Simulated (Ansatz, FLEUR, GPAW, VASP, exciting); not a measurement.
## Si: programs and potentials compared

```
CELL_PARAMETERS angstrom
0.00000 2.72185 2.72185
2.72185 0.00000 2.72185
2.72185 2.72185 0.00000
ATOMIC_POSITIONS crystal
Si 0.50000 0.50000 0.50000
Si 0.75000 0.75000 0.75000
```

Alike in all runs: task band structure; functional RPBE; k mesh 8 × 8 × 8; occupations fermi-dirac, width 0.05 eV; no spin polarisation; no spin-orbit coupling. Pressure is positive in compression and, in plane waves, holds the error of the finite cutoff. Gaps are the smaller of the mesh's and the band path's.

```csv
program and potentials,plane-wave cutoff (eV),notes,band gap (eV),pressure (GPa)
"Ansatz, all-electron LAPW, scalar-relativistic",-,-,?,?
"exciting, all-electron LAPW+lo, shipped species files, valence relativity iora*",-,-,0.65,-
"VASP, PBE PAW files Si, 520 eV",520,potentials made for PBE,0.64,2.68
"FLEUR, all-electron, FLAPW",-,-,0.83,-
"GPAW, the program's PAW data sets (release 1.2.1) made for this functional",600,-,0.65,3.22
```

Estimate from the other rows what the run with Ansatz, all-electron LAPW, scalar-relativistic gave.

Band gap 0.65 eV; pressure 2.90 GPa. The other rows, which needn't bracket it: band gap 0.64 to 0.83; pressure 2.68 to 3.22.
